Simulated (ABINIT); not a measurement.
# Cu (Fm-3m) in ABINIT: reference runs

Aim: a first look at Cu with PBEsol, on the cell as given.

Everything below comes from runs of ABINIT 10.8.3 (patched build). Logs are shortened: lines on timing, memory, paths and dates and some standing lists are left out, and cuts for length are marked. The log counts tension as positive stress, the text compression.

### 1 The crystal as given

Symmetry: Fm-3m, No. 225, cubic system. The conventional cell has a = 3.615 Å, b = 3.615 Å, c = 3.615 Å, α = 90.00°, β = 90.00°, γ = 90.00°. Cu (site symmetry m-3m) has 12 Cu at 2.56 Å as nearest neighbours.

### 2 Single point, PBEsol

run.abi reads:

```
# Pseudopotentials
pp_dirpath "./"
pseudos "Cu.upf"

# Structure
acell 2.556191014 2.556191014 2.556191014 Angstrom
rprim
     0.0000000000     0.7071067812     0.7071067812
     0.7071067812     0.0000000000     0.7071067812
     0.7071067812     0.7071067812     0.0000000000
ntypat 1
znucl 29
natom 1
typat 1
xred
     0.0000000000     0.0000000000     0.0000000000

# Plane-wave basis
ecut 46.0

# k points
kptopt 1
ngkpt 13 13 13
nshiftk 1
shiftk 0.0 0.0 0.0

# Exchange and correlation
ixc -116133

# Bands and occupations
nband 14
occopt 3
tsmear 0.05 eV

# SCF cycle
nstep 100
tolvrs 1.0e-10

# Output
iomode 3
prtwf 0
prteig 0
prtebands 0
enunit 2
prtden 1
prtvha 1
prtvclmb 1
prtpot 1
prtelf 1
```

Potentials or basis: PseudoDojo NC SR PBEsol v0.4.1 standard.

The run is started by

```bash
> abinit run.abi > log 2>&1
```

run.abo:

```text
.Version 10.8.3 of ABINIT
 Symmetries : space group Fm -3 m (#225); Bravais cF (face-center cubic)
================================================================================
 Values of the parameters that define the memory need of the present run
     intxc =       0    ionmov =       0      iscf =       7    lmnmax =       6
     lnmax =       6     mgfft =      30  mpssoang =       3    mqgrid =    3001
     natom =       1  nloc_mem =       1    nspden =       1   nspinor =       1
    nsppol =       1      nsym =      48    n1xccc =    2501    ntypat =       1
    occopt =       3   xclevel =       2
       mpw =        1219          nfft =       27000          nkpt =          84
================================================================================
================================================================================

--------------------------------------------------------------------------------
------------- Echo of variables that govern the present computation ------------
--------------------------------------------------------------------------------
 -outvars: echo values of preprocessed input variables --------
            acell      4.8305009420E+00  4.8305009420E+00  4.8305009420E+00 Bohr
              amu      6.35460000E+01
             ecut      4.60000000E+01 Hartree
           enunit           2
                       outvar_i_n : Printing only first  50 k-points.
              ixc     -116133
                       outvar_i_n : Printing only first  50 k-points.
         kptrlatt       13    0    0      0   13    0      0    0   13
          kptrlen      6.27965122E+01
            natom           1
            nband          14
            ngfft          30      30      30
             nkpt          84
            nstep         100
             nsym          48
           ntypat           1
                       prtocc : prtvol=0, do not print more k-points.
           occopt           3
        prtebands           0
           prteig           0
           prtelf           1
           prtpot           1
         prtvclmb           1
           prtvha           1
            prtwf           0
            rprim      0.0000000000E+00  7.0710678120E-01  7.0710678120E-01
                       7.0710678120E-01  0.0000000000E+00  7.0710678120E-01
                       7.0710678120E-01  7.0710678120E-01  0.0000000000E+00
          spgroup         225
           tolvrs      1.00000000E-10
           tsmear      1.83746611E-03 Hartree
            typat      1
                       outvars : Printing only first  50 k-points.
            znucl       29.00000

================================================================================

 chkinp: Checking input parameters for consistency.

================================================================================
== DATASET  1 ==================================================================
[... 90 lines left out ...]
force_length_stats: {min:   0.00000000E+00, max:   0.00000000E+00, mean:   0.00000000E+00, }
...

 Integrated electronic density in atomic spheres:
 ------------------------------------------------
 Atom  Sphere_radius  Integrated_density
    1        2.00000         17.34400512
================================================================================

 ----iterations are completed or convergence reached----

 Mean square residual over all n,k,spin=   23.425E-09; max=  14.844E-06
 reduced coordinates (array xred) for    1 atoms
       0.000000000000      0.000000000000      0.000000000000
 rms dE/dt=  0.0000E+00; max dE/dt=  0.0000E+00; dE/dt below (all hartree)
    1       0.000000000000      0.000000000000      0.000000000000

 cartesian coordinates (angstrom) at end:
    1      0.00000000000000     0.00000000000000     0.00000000000000

 cartesian forces (hartree/bohr) at end:
    1     -0.00000000000000    -0.00000000000000    -0.00000000000000
 frms,max,avg= 0.0000000E+00 0.0000000E+00   0.000E+00  0.000E+00  0.000E+00 h/b

 cartesian forces (eV/Angstrom) at end:
    1     -0.00000000000000    -0.00000000000000    -0.00000000000000
 frms,max,avg= 0.0000000E+00 0.0000000E+00   0.000E+00  0.000E+00  0.000E+00 e/A
 length scales=  4.830500941967  4.830500941967  4.830500941967 bohr
              =  2.556191014000  2.556191014000  2.556191014000 angstroms
 Fermi (or HOMO) energy (hartree) =   0.36698   Average Vxc (hartree)=  -0.49947
 Eigenvalues (hartree) for nkpt=  84  k points:
 kpt#   1, nband= 14, wtk=  0.00046, kpt=  0.0000  0.0000  0.0000 (reduced coord)
  -3.76537   -2.20338   -2.20338   -2.20338    0.01219    0.25139    0.25139    0.25139
   0.28292    0.28292    1.19108    1.28489    1.28489    1.28489
      occupation numbers for kpt#   1
   2.00000    2.00000    2.00000    2.00000    2.00000    2.00000    2.00000    2.00000
   2.00000    2.00000    0.00000    0.00000    0.00000    0.00000
 prteigrs : prtvol=0 or 1, do not print more k-points.

 Fermi (or HOMO) energy (eV) =   9.98613   Average Vxc (eV)= -13.59135
 Eigenvalues (   eV  ) for nkpt=  84  k points:
 kpt#   1, nband= 14, wtk=  0.00046, kpt=  0.0000  0.0000  0.0000 (reduced coord)
-102.46085  -59.95695  -59.95695  -59.95695    0.33163    6.84057    6.84057    6.84057
   7.69875    7.69875   32.41100   34.96351   34.96351   34.96351
 prteigrs : prtvol=0 or 1, do not print more k-points.

--- !EnergyTerms
iteration_state     : {dtset: 1, }
comment             : Components of total free energy in Hartree
kinetic             :  8.69161971315111E+01
hartree             :  5.63453996199800E+01
xc                  : -2.31029817924766E+01
Ewald energy        : -1.21142438841200E+02
psp_core            :  5.15759025549275E+00
local_psp           : -1.60214573817091E+02
non_local_psp       : -3.34171767691885E+01
internal            : -1.89457984212972E+02
'-kT*entropy'       : -9.96543618305745E-05
total_energy        : -1.89458083867334E+02
total_energy_eV     : -5.15541709753748E+03
band_energy         : -1.80047000617568E+01
...

 Cartesian components of stress tensor (hartree/bohr^3)
  sigma(1 1)=  2.36414637E-04  sigma(3 2)=  0.00000000E+00
  sigma(2 2)=  2.36414637E-04  sigma(3 1)=  0.00000000E+00
  sigma(3 3)=  2.36414637E-04  sigma(2 1)=  0.00000000E+00

-Cartesian components of stress tensor (GPa)         [Pressure= -6.9556E+00 GPa]
- sigma(1 1)=  6.95555875E+00  sigma(3 2)=  0.00000000E+00
- sigma(2 2)=  6.95555875E+00  sigma(3 1)=  0.00000000E+00
- sigma(3 3)=  6.95555875E+00  sigma(2 1)=  0.00000000E+00

== END DATASET(S) ==============================================================
================================================================================

 -outvars: echo values of variables after computation  --------
            acell      4.8305009420E+00  4.8305009420E+00  4.8305009420E+00 Bohr
           etotal     -1.8945808387E+02
            fcart     -0.0000000000E+00 -0.0000000000E+00 -0.0000000000E+00
            rprim      0.0000000000E+00  7.0710678120E-01  7.0710678120E-01
                       7.0710678120E-01  0.0000000000E+00  7.0710678120E-01
                       7.0710678120E-01  7.0710678120E-01  0.0000000000E+00
           strten      2.3641463650E-04  2.3641463650E-04  2.3641463650E-04
                       0.0000000000E+00  0.0000000000E+00  0.0000000000E+00
 Calculation completed.
```

Run time: 32 s. Hardware: 1 thread of Intel Xeon Platinum 8488C (Sapphire Rapids), shared host; peak memory 0.08 GiB.

What came out:

```yaml
Free_energy: -5155.4171 eV
Pressure: -7.0 GPa
Band_gap_on_the_k_mesh: none (metal or under the smearing width)
Valence_electrons_inside_the_program's_atomic_spheres: Cu 17.34 (radii [1.0584] Å)
```

### 3 Equation of state, PBEsol

run.abi, as its differences from that of step 2:

```diff
@@ -1 +1,12 @@
+# Datasets: one volume each
+ndtset 7
+getwfk -1
+scalecart1 3*0.9795861087
+scalecart2 3*0.9864848297
+scalecart3 3*0.9932883884
+scalecart4 3*1.0000000000
+scalecart5 3*1.0066227096
+scalecart6 3*1.0131594038
+scalecart7 3*1.0196128224
+
 # Pseudopotentials
@@ -18,3 +29,3 @@
 # Plane-wave basis
-ecut 46.0
+ecut 1251.723767 eV
 
@@ -40,10 +51,5 @@
 iomode 3
-prtwf 0
+prtwf 1
+prtden 0
 prteig 0
 prtebands 0
-enunit 2
-prtden 1
-prtvha 1
-prtvclmb 1
-prtpot 1
-prtelf 1
```

Potentials or basis: PseudoDojo NC SR PBEsol v0.4.1 standard.

The run is started by

```bash
> abinit run.abi > log 2>&1
```

run.abo:

```text
.Version 10.8.3 of ABINIT
 DATASET    1 : space group Fm -3 m (#225); Bravais cF (face-center cubic)
================================================================================
 Values of the parameters that define the memory need for DATASET  1.
     intxc =       0    ionmov =       0      iscf =       7    lmnmax =       6
     lnmax =       6     mgfft =      30  mpssoang =       3    mqgrid =    3001
     natom =       1  nloc_mem =       1    nspden =       1   nspinor =       1
    nsppol =       1      nsym =      48    n1xccc =    2501    ntypat =       1
    occopt =       3   xclevel =       2
       mpw =        1129          nfft =       27000          nkpt =          84
================================================================================
================================================================================
[... 61 lines left out ...]
 DATASET    7 : space group Fm -3 m (#225); Bravais cF (face-center cubic)
================================================================================
 Values of the parameters that define the memory need for DATASET  7.
     intxc =       0    ionmov =       0      iscf =       7    lmnmax =       6
     lnmax =       6     mgfft =      32  mpssoang =       3    mqgrid =    3001
     natom =       1  nloc_mem =       1    nspden =       1   nspinor =       1
    nsppol =       1      nsym =      48    n1xccc =    2501    ntypat =       1
    occopt =       3   xclevel =       2
       mpw =        1283          nfft =       32768          nkpt =          84
================================================================================
================================================================================

--------------------------------------------------------------------------------
------------- Echo of variables that govern the present computation ------------
--------------------------------------------------------------------------------
 -outvars: echo values of preprocessed input variables --------
            acell      4.8305009420E+00  4.8305009420E+00  4.8305009420E+00 Bohr
              amu      6.35460000E+01
             ecut      4.60000000E+01 Hartree
           getwfk          -1
                       outvar_i_n : Printing only first  50 k-points.
              ixc     -116133
           jdtset        1    2    3    4    5    6    7
                       outvar_i_n : Printing only first  50 k-points.
         kptrlatt       13    0    0      0   13    0      0    0   13
          kptrlen1     6.15145911E+01
          kptrlen2     6.19478067E+01
          kptrlen3     6.23750464E+01
          kptrlen4     6.27965122E+01
          kptrlen5     6.32123953E+01
          kptrlen6     6.36228769E+01
          kptrlen7     6.40281291E+01
            natom           1
            nband          14
           ndtset           7
            ngfft1         30      30      30
            ngfft2         30      30      30
            ngfft3         30      30      30
            ngfft4         30      30      30
            ngfft5         30      30      30
            ngfft6         30      30      30
            ngfft7         32      32      32
             nkpt          84
            nstep         100
             nsym          48
           ntypat           1
                       prtocc : prtvol=0, do not print more k-points.
           occopt           3
           prtden           0
        prtebands           0
           prteig           0
            rprim1     0.0000000000E+00  6.9267198023E-01  6.9267198023E-01
                       6.9267198023E-01  0.0000000000E+00  6.9267198023E-01
                       6.9267198023E-01  6.9267198023E-01  0.0000000000E+00
            rprim2     0.0000000000E+00  6.9755011263E-01  6.9755011263E-01
                       6.9755011263E-01  0.0000000000E+00  6.9755011263E-01
                       6.9755011263E-01  6.9755011263E-01  0.0000000000E+00
            rprim3     0.0000000000E+00  7.0236095512E-01  7.0236095512E-01
                       7.0236095512E-01  0.0000000000E+00  7.0236095512E-01
                       7.0236095512E-01  7.0236095512E-01  0.0000000000E+00
            rprim4     0.0000000000E+00  7.0710678120E-01  7.0710678120E-01
                       7.0710678120E-01  0.0000000000E+00  7.0710678120E-01
                       7.0710678120E-01  7.0710678120E-01  0.0000000000E+00
            rprim5     0.0000000000E+00  7.1178974407E-01  7.1178974407E-01
                       7.1178974407E-01  0.0000000000E+00  7.1178974407E-01
                       7.1178974407E-01  7.1178974407E-01  0.0000000000E+00
            rprim6     0.0000000000E+00  7.1641188486E-01  7.1641188486E-01
                       7.1641188486E-01  0.0000000000E+00  7.1641188486E-01
                       7.1641188486E-01  7.1641188486E-01  0.0000000000E+00
            rprim7     0.0000000000E+00  7.2097514092E-01  7.2097514092E-01
                       7.2097514092E-01  0.0000000000E+00  7.2097514092E-01
                       7.2097514092E-01  7.2097514092E-01  0.0000000000E+00
          spgroup         225
           tolvrs      1.00000000E-10
           tsmear      1.83746611E-03 Hartree
            typat      1
                       outvars : Printing only first  50 k-points.
            znucl       29.00000

================================================================================

 chkinp: Checking input parameters for consistency, jdtset=   1.

 chkinp: Checking input parameters for consistency, jdtset=   2.
[... 29 lines left out ...]
 getcut: wavevector=  0.0000  0.0000  0.0000  ngfft=  30  30  30
         ecut(hartree)=     46.000   => boxcut(ratio)=   2.07886

--- Pseudopotential description ------------------------------------------------
- pspini: atom type   1  psp file is ./Cu.upf
12 -116133 2 -1 1492                          pspcod,pspxc,lmax,lloc,mmax
     nproj     2     2     2

   4.11062967E+02                                ecore*ucvol(ha*bohr**3)
--------------------------------------------------------------------------------

================================================================================

--- !BeginCycle
iteration_state: {dtset: 1, }
solver: {iscf: 7, nstep: 100, nline: 4, wfoptalg: 0, }
tolerances: {tolvrs: 1.00E-10, }
...
[... 943 lines left out ...]
-Cartesian components of stress tensor (GPa)         [Pressure= -1.3733E+01 GPa]
- sigma(1 1)=  1.37326342E+01  sigma(3 2)=  0.00000000E+00
- sigma(2 2)=  1.37326342E+01  sigma(3 1)=  0.00000000E+00
- sigma(3 3)=  1.37326342E+01  sigma(2 1)=  0.00000000E+00

== END DATASET(S) ==============================================================
================================================================================

 -outvars: echo values of variables after computation  --------
            acell      4.8305009420E+00  4.8305009420E+00  4.8305009420E+00 Bohr
           etotal1    -1.8945845065E+02
           etotal2    -1.8945851092E+02
           etotal3    -1.8945838142E+02
           etotal4    -1.8945808387E+02
           etotal5    -1.8945763882E+02
           etotal6    -1.8945706372E+02
           etotal7    -1.8945637461E+02
            fcart1    -0.0000000000E+00 -0.0000000000E+00 -0.0000000000E+00
            fcart2    -0.0000000000E+00 -0.0000000000E+00 -0.0000000000E+00
            fcart3    -0.0000000000E+00 -0.0000000000E+00 -0.0000000000E+00
            fcart4    -0.0000000000E+00 -0.0000000000E+00 -0.0000000000E+00
            fcart5    -0.0000000000E+00 -0.0000000000E+00 -0.0000000000E+00
            fcart6    -0.0000000000E+00 -0.0000000000E+00 -0.0000000000E+00
            fcart7    -0.0000000000E+00 -0.0000000000E+00 -0.0000000000E+00
            rprim1     0.0000000000E+00  6.9267198023E-01  6.9267198023E-01
                       6.9267198023E-01  0.0000000000E+00  6.9267198023E-01
                       6.9267198023E-01  6.9267198023E-01  0.0000000000E+00
[... 17 lines left out ...]
                       7.2097514092E-01  7.2097514092E-01  0.0000000000E+00
           strten1    -1.0124760882E-04 -1.0124760882E-04 -1.0124760882E-04
                       0.0000000000E+00  0.0000000000E+00  0.0000000000E+00
           strten2     2.5762314375E-05  2.5762314375E-05  2.5762314375E-05
                       0.0000000000E+00  0.0000000000E+00  0.0000000000E+00
           strten3     1.3773392386E-04  1.3773392386E-04  1.3773392386E-04
                       0.0000000000E+00  0.0000000000E+00  0.0000000000E+00
           strten4     2.3641401107E-04  2.3641401107E-04  2.3641401107E-04
                       0.0000000000E+00  0.0000000000E+00  0.0000000000E+00
           strten5     3.2326924402E-04  3.2326924402E-04  3.2326924402E-04
                       0.0000000000E+00  0.0000000000E+00  0.0000000000E+00
           strten6     3.9969613650E-04  3.9969613650E-04  3.9969613650E-04
                       0.0000000000E+00  0.0000000000E+00  0.0000000000E+00
           strten7     4.6676274822E-04  4.6676274822E-04  4.6676274822E-04
                       0.0000000000E+00  0.0000000000E+00  0.0000000000E+00
 Calculation completed.
```

Run time: 3.1 min. Hardware: 1 thread of Intel Xeon Platinum 8488C (Sapphire Rapids), shared host; peak memory 0.12 GiB.

What came out:

| Item | Value |
| --- | --- |
| Equilibrium volume | 11.29 Å³/atom |
| Bulk modulus | 172 GPa |
| Pressure derivative of the bulk modulus | 5.1 |

Energy against volume, from the lowest point:
| volume (Å³/atom) | energy (meV/atom) |
| --- | --- |
| 11.102 | 1.64 |
| 11.338 | 0.00 |
| 11.574 | 3.52 |
| 11.810 | 11.62 |
| 12.047 | 23.73 |
| 12.283 | 39.38 |
| 12.519 | 58.13 |

Caveat: pressures at fixed basis lie under the slope of the energies.
